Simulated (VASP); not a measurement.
**BeTe in VASP: one cell, several levels of theory**

Aim: gap, levels, forces and stress of zincblende BeTe, under +3.1 % equal strain in all directions at fixed geometry. Runs: PBE, r2SCAN. The results are then set beside those of Ansatz 0.2.0 for the same cell.

The runs shown are made with VASP 6.6.1. PAW datasets, plane waves. No spin polarisation and no zero-point or thermal motion.

### 1 Starting point

The cell comes from an earlier relaxation with r2SCAN in another program.

The symmetry is F-43m (No. 216, cubic); conventional cell a = 5.834 Å, 24.82 Å³ an atom. Near Be stand 4 Te at 2.53 Å; near Te stand 4 Be at 2.53 Å.

Structure file:

```cif
data_structure
_symmetry_space_group_name_H-M 'F-43m'
_symmetry_Int_Tables_number 216
_cell_length_a 5.8343
_cell_length_b 5.8343
_cell_length_c 5.8343
_cell_angle_alpha 90.000
_cell_angle_beta 90.000
_cell_angle_gamma 90.000
_cell_volume 198.60
loop_
_atom_site_label
_atom_site_type_symbol
_atom_site_symmetry_multiplicity
_atom_site_Wyckoff_symbol
_atom_site_fract_x
_atom_site_fract_y
_atom_site_fract_z
_atom_site_occupancy
Be1 Be 4 a 0.00000 0.00000 0.00000 1
Te1 Te 4 d 0.25000 0.25000 0.75000 1
```

### 2 PBE

Input file INCAR:

```
ENCUT = 520.000000
SIGMA = 0.020000
EDIFF = 1.00e-07
GGA = PE
PREC = Accurate
IBRION = -1
ISIF = 2
ISMEAR = -1
NBANDS = 11
NELM = 120
NSW = 0
LASPH = .TRUE.
LCHARG = .FALSE.
LWAVE = .FALSE.
LREAL = .FALSE.
```

Input file KPOINTS:

```
KPOINTS created by Atomic Simulation Environment
0
Gamma
8 8 8
0 0 0
```

Input file KPOINTS_OPT:

```
special points
7
Reciprocal
0.0000000000 0.0000000000 0.0000000000 1
-0.5000000000 -0.5000000000 0.0000000000 1
-0.3750000000 -0.3750000000 0.2500000000 1
-0.3750000000 0.0000000000 0.3750000000 1
0.0000000000 0.0000000000 0.5000000000 1
-0.5000000000 -0.2500000000 0.2500000000 1
0.0000000000 0.5000000000 0.5000000000 1
```

Input file POSCAR:

```
Be Te
 1.0000000000000000
     0.0000000000000000    2.9171595482999999    2.9171595482999999
     2.9171595482999999    0.0000000000000000    2.9171595482999999
     2.9171595482999999    2.9171595482999999    0.0000000000000000
 Be  Te
   1   1
Cartesian
  0.0000000000000000  0.0000000000000000  0.0000000000000000
  1.4585797741500000  1.4585797741500000  1.4585797741500000
```

Potentials: the recommended PBE PAW datasets, 8 valence electrons in the neutral cell.

Run with:

```
> mpirun -np 1 vasp_std
```

Printed to the terminal (iteration lines stand in OSZICAR):

```text
POSCAR found type information on POSCAR BeTe
 POSCAR found :  2 types and       2 ions
 LDA part: xc-table for (Slater+PW92), standard interpolation
 POSCAR, INCAR and KPOINTS ok, starting setup
 FFT: planning ... GRIDC
 FFT: planning ... GRID_SOFT
 FFT: planning ... GRID
 WAVECAR not read
 entering main loop
 Start KPOINTS_OPT (optional k-point list driver)
k-point batch [1-7\7]
```

OSZICAR:

```text
N       E                     dE             d eps       ncg     rms          rms(c)
DAV:   1     0.197672337051E+02    0.19767E+02   -0.32563E+03   638   0.578E+02
DAV:   2    -0.645280268556E+01   -0.26220E+02   -0.24837E+02   836   0.879E+01
DAV:   3    -0.761948575574E+01   -0.11667E+01   -0.11646E+01   823   0.202E+01
DAV:   4    -0.763244295593E+01   -0.12957E-01   -0.12956E-01   762   0.245E+00
DAV:   5    -0.763270376173E+01   -0.26081E-03   -0.26080E-03   799   0.339E-01    0.352E+00
DAV:   6    -0.758295653022E+01    0.49747E-01   -0.50342E-02   734   0.901E-01    0.215E+00
DAV:   7    -0.756667261277E+01    0.16284E-01   -0.63731E-02   713   0.112E+00    0.281E-01
DAV:   8    -0.756747037005E+01   -0.79776E-03   -0.39693E-03   713   0.348E-01    0.556E-02
DAV:   9    -0.756770652543E+01   -0.23616E-03   -0.25191E-04   752   0.932E-02    0.192E-02
DAV:  10    -0.756775720174E+01   -0.50676E-04   -0.59232E-05   724   0.393E-02    0.111E-02
DAV:  11    -0.756776115827E+01   -0.39565E-05   -0.42304E-06   774   0.120E-02    0.333E-03
DAV:  12    -0.756776189558E+01   -0.73732E-06   -0.13197E-06   730   0.620E-03    0.854E-04
DAV:  13    -0.756776192101E+01   -0.25431E-07   -0.11628E-08   606   0.750E-04
   1 F= -.75677619E+01 E0= -.75677619E+01  d E =-.267662E-10
       N       E                     dE             ncg
DAV:   1     0.309800856852E+03   -0.14866E+04      154
DAV:   2     0.136431820385E+03   -0.17337E+03      215
DAV:   3     0.129832607465E+03   -0.65992E+01      209
DAV:   4     0.129768863964E+03   -0.63744E-01      209
DAV:   5     0.129767652449E+03   -0.12115E-02      200
DAV:   6     0.129767611623E+03   -0.40826E-04      203
DAV:   7     0.129767609869E+03   -0.17534E-05      200
DAV:   8     0.129767609792E+03   -0.77610E-07      176
```

The lines after F= are the extra pass for the points of KPOINTS_OPT, at fixed density; their E is not a total energy.

From OUTCAR:

```text
k-points           NKPTS =     29   k-points in BZ     NKDIM =     29   number of bands    NBANDS=     11

   NELECT =       8.0000    total number of electrons

   dimension x,y,z NGX =    32 NGY =   32 NGZ =   32
   dimension x,y,z NGXF=    64 NGYF=   64 NGZF=   64

  energy-cutoff  :      520.00
  volume of cell :       49.65
      direct lattice vectors                 reciprocal lattice vectors
     0.000000000  2.917159548  2.917159548    -0.171399607  0.171399607  0.171399607
     2.917159548  0.000000000  2.917159548     0.171399607 -0.171399607  0.171399607
     2.917159548  2.917159548  0.000000000     0.171399607  0.171399607 -0.171399607

 k-points in reciprocal lattice and weights: KPOINTS created by Atomic Simulation Env
   0.00000000  0.00000000  0.00000000       0.002
   0.12500000  0.00000000  0.00000000       0.016
   0.25000000  0.00000000  0.00000000       0.016
   0.37500000  0.00000000  0.00000000       0.016
   0.50000000  0.00000000  0.00000000       0.008
   0.12500000  0.12500000  0.00000000       0.012
   0.25000000  0.12500000  0.00000000       0.047
   0.37500000  0.12500000  0.00000000       0.047
[... 21 more k-points ...]

 E-fermi :   4.3545

 k-point     1 :       0.0000    0.0000    0.0000
  band No.  band energies     occupation
      1      -7.6736      2.00000
      2       3.9749      2.00000
      3       3.9749      2.00000
      4       3.9749      2.00000
      5       7.0587      0.00000
      6       7.6553      0.00000
      7       7.6553      0.00000
      8       7.6553      0.00000
      9      12.1195      0.00000
     10      13.9976      0.00000
     11      13.9976      0.00000

 k-point     2 :       0.1250    0.0000    0.0000
  band No.  band energies     occupation
      1      -7.5483      2.00000
      2       2.7837      2.00000
      3       3.7815      2.00000
      4       3.7815      2.00000
      5       7.2550      0.00000
      6       7.9500      0.00000
      7       7.9500      0.00000
      8       8.5712      0.00000
      9      12.5444      0.00000
     10      13.1948      0.00000
     11      13.1948      0.00000

 k-point     3 :       0.2500    0.0000    0.0000
  band No.  band energies     occupation
      1      -7.2076      2.00000
      2       0.9971      2.00000
      3       3.4085      2.00000
      4       3.4085      2.00000
      5       7.0369      0.00000
      6       8.4339      0.00000
      7       8.4339      0.00000
      8      10.4440      0.00000
      9      12.8826      0.00000
     10      12.9240      0.00000
     11      12.9240      0.00000

 k-point     4 :       0.3750    0.0000    0.0000
  band No.  band energies     occupation
      1      -6.7883      2.00000
      2      -0.3861      2.00000
      3       3.1146      2.00000
      4       3.1146      2.00000
      5       6.8445      0.00000
      6       8.5985      0.00000
      7       8.5985      0.00000
      8      11.6855      0.00000
      9      13.2304      0.00000
     10      13.8284      0.00000
     11      13.8284      0.00000

 k-point     5 :       0.5000    0.0000    0.0000
  band No.  band energies     occupation
      1      -6.5785      2.00000
      2      -0.9275      2.00000
      3       3.0080      2.00000
      4       3.0080      2.00000
      5       6.7746      0.00000
      6       8.5911      0.00000
      7       8.5911      0.00000
      8      11.7853      0.00000
      9      14.4497      0.00000
     10      15.0773      0.00000
     11      15.0773      0.00000

 k-point     6 :       0.1250    0.1250    0.0000
  band No.  band energies     occupation
      1      -7.5063      2.00000
      2       2.9166      2.00000
      3       3.4327      2.00000
      4       3.4327      2.00000
      5       7.3035      0.00000
      6       8.0817      0.00000
      7       8.4697      0.00000
      8       8.4697      0.00000
      9      12.0497      0.00000
     10      12.9157      0.00000
     11      14.2295      0.00000

 k-point     7 :       0.2500    0.1250    0.0000
  band No.  band energies     occupation
      1      -7.2358      2.00000
      2       1.4984      2.00000
      3       3.0164      2.00000
      4       3.1285      2.00000
      5       7.3645      0.00000
      6       8.1604      0.00000
      7       9.1332      0.00000
      8       9.5836      0.00000
      9      12.0434      0.00000
     10      13.5543      0.00000
     11      14.0146      0.00000

 k-point     8 :       0.3750    0.1250    0.0000
  band No.  band energies     occupation
      1      -6.8330      2.00000
      2       0.0623      2.00000
      3       2.6916      2.00000
      4       2.7632      2.00000
      5       7.3861      0.00000
      6       8.4288      0.00000
      7       9.3453      0.00000
      8      10.3322      0.00000
      9      13.5228      0.00000
     10      13.5891      0.00000
     11      14.5780      0.00000

 k-point     9 :       0.5000    0.1250    0.0000
  band No.  band energies     occupation
      1      -6.5309      2.00000
      2      -0.7438      2.00000
      3       2.3335      2.00000
      4       2.7517      2.00000
      5       7.3392      0.00000
      6       8.5412      0.00000
      7       9.1676      0.00000
      8      11.5564      0.00000
      9      13.4569      0.00000
     10      14.9949      0.00000
     11      15.1235      0.00000

 k-point    10 :      -0.3750    0.1250    0.0000
  band No.  band energies     occupation
      1      -6.6026      2.00000
      2      -0.5648      2.00000
      3       2.1970      2.00000
      4       2.9784      2.00000
      5       7.4113      0.00000
      6       8.6937      0.00000
      7       8.9214      0.00000
      8      11.6887      0.00000
      9      13.4131      0.00000
     10      13.4520      0.00000
     11      15.1210      0.00000

 k-point    11 :      -0.2500    0.1250    0.0000
  band No.  band energies     occupation
      1      -6.9743      2.00000
      2       0.4954      2.00000
      3       2.3512      2.00000
      4       3.3707      2.00000
      5       7.5791      0.00000
      6       8.5672      0.00000
      7       8.8204      0.00000
      8      10.4402      0.00000
      9      12.2754      0.00000
     10      13.4726      0.00000
     11      14.4784      0.00000

 k-point    12 :      -0.1250    0.1250    0.0000
  band No.  band energies     occupation
      1      -7.3500      2.00000
      2       1.8865      2.00000
      3       2.9086      2.00000
      4       3.7424      2.00000
      5       7.6446      0.00000
      6       8.0642      0.00000
      7       8.3021      0.00000
      8       9.5317      0.00000
      9      12.2851      0.00000
     10      12.9096      0.00000
     11      13.5835      0.00000

 k-point    13 :       0.2500    0.2500    0.0000
  band No.  band energies     occupation
      1      -7.0489      2.00000
      2       1.2845      2.00000
      3       2.5520      2.00000
      4       2.5520      2.00000
      5       6.7228      0.00000
      6       8.2411      0.00000
      7      10.1331      0.00000
      8      10.1331      0.00000
      9      12.0169      0.00000
     10      14.3833      0.00000
     11      14.9245      0.00000

 k-point    14 :       0.3750    0.2500    0.0000
  band No.  band energies     occupation
      1      -6.7134      2.00000
      2       0.3524      2.00000
      3       2.0277      2.00000
      4       2.2664      2.00000
      5       6.8496      0.00000
      6       8.1495      0.00000
      7      10.3529      0.00000
      8      10.7030      0.00000
      9      13.5538      0.00000
     10      14.8425      0.00000
     11      15.4286      0.00000

 k-point    15 :       0.5000    0.2500    0.0000
  band No.  band energies     occupation
      1      -6.4034      2.00000
      2      -0.3518      2.00000
      3       1.3785      2.00000
      4       2.2497      2.00000
      5       7.0346      0.00000
      6       9.3229      0.00000
      7      10.1734      0.00000
      8      10.5753      0.00000
      9      13.8755      0.00000
     10      15.3470      0.00000
     11      15.5306      0.00000

 k-point    16 :      -0.3750    0.2500    0.0000
  band No.  band energies     occupation
      1      -6.3617      2.00000
      2      -0.4024      2.00000
      3       0.9950      2.00000
      4       2.5036      2.00000
      5       7.2854      0.00000
      6       9.9503      0.00000
      7      10.1129      0.00000
      8      11.2614      0.00000
      9      12.1782      0.00000
     10      13.4560      0.00000
     11      16.0800      0.00000

[... the tables of k-points 17 to 29 left out ...]

  Total       -1.2736511     -1.2736511     -1.2736511      0.0000000      0.0000000      0.0000000
  in kB      -41.1008213    -41.1008213    -41.1008213      0.0000000      0.0000000      0.0000000
  external PRESSURE =     -41.1008213 kB  Pullay stress =       0.0000000 kB

 POSITION                                       TOTAL-FORCE (eV/Angst)
 -----------------------------------------------------------------------------------
      0.00000      0.00000      0.00000        -0.000000      0.000000      0.000000
      1.45858      1.45858      1.45858         0.000000     -0.000000     -0.000000
 -----------------------------------------------------------------------------------
    total drift:                                0.000000      0.000000      0.000000

  FREE ENERGIE OF THE ION-ELECTRON SYSTEM (eV)
  ---------------------------------------------------
  free  energy   TOTEN  =        -7.5677619210 eV

  energy  without entropy=       -7.5677619210  energy(sigma->0) =       -7.56776192
```

Hardware: 1 MPI rank of Intel Xeon Platinum 8488C, shared host.

The levels at the points of KPOINTS_OPT are read from vasprun.xml.

Near the gap, in eV above the top of the last filled band v; c is the band after it:

```csv
point,v−1,v,c,c+1
Γ,0.00,0.00,3.08,3.68
X,-2.27,-2.27,2.21,2.78
U,-3.33,-1.91,2.84,5.15
K,-3.33,-1.91,2.84,5.15
L,-0.97,-0.97,2.80,4.62
W,-3.17,-2.73,5.22,5.32
```

The PBE gap is 2.21 eV and indirect (Γ to X), with 3.08 eV as the least direct one. The pressure is -4.11 GPa; the forces vanish within 0.01 eV/Å.

[end of part 1 of 2]
